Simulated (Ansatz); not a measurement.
**Bands of Ti**

```
Ti
1.0
    -1.64100    1.64100    1.64100
     1.64100   -1.64100    1.64100
     1.64100    1.64100   -1.64100
Ti
1
Direct
  0.00000 0.00000 0.00000
```

The cell comes from COD entry 9012924, which wasn't checked; take it as a given geometry.

Theory: DFT, PBE, all-electron LAPW, Dirac equation with spin-orbit coupling in Ansatz 0.2.0.

Settings: a Γ-centred 17×17×17 k mesh, Fermi–Dirac smearing of 0.08 eV, basis error target 1 meV/atom, no spin polarisation.

Points in fractions of the reciprocal vectors of this cell: Γ (0, 0, 0), H (0.5, -0.5, 0.5), N (0, 0, 0.5), P (0.25, 0.25, 0.25). The path joins them by straight lines in the order Γ–H–N–Γ–P–H–P–N; legs that retrace an earlier one aren't tabulated. Energies are in eV from the Fermi level.

Question: List the levels at P between -8 and 2.5 eV.

Answer: -0.62 (×2), -0.60 (×4).

Question: List the levels at N between -8 and 2.5 eV.

Answer: -2.41 (×2), -0.38 (×2), 1.08 (×2).

Question: List the levels at H between -8 and 2.5 eV.

Answer: -2.05 (×4).

Question: What is the band gap?

Answer: none: bands cross the Fermi level, a metal.
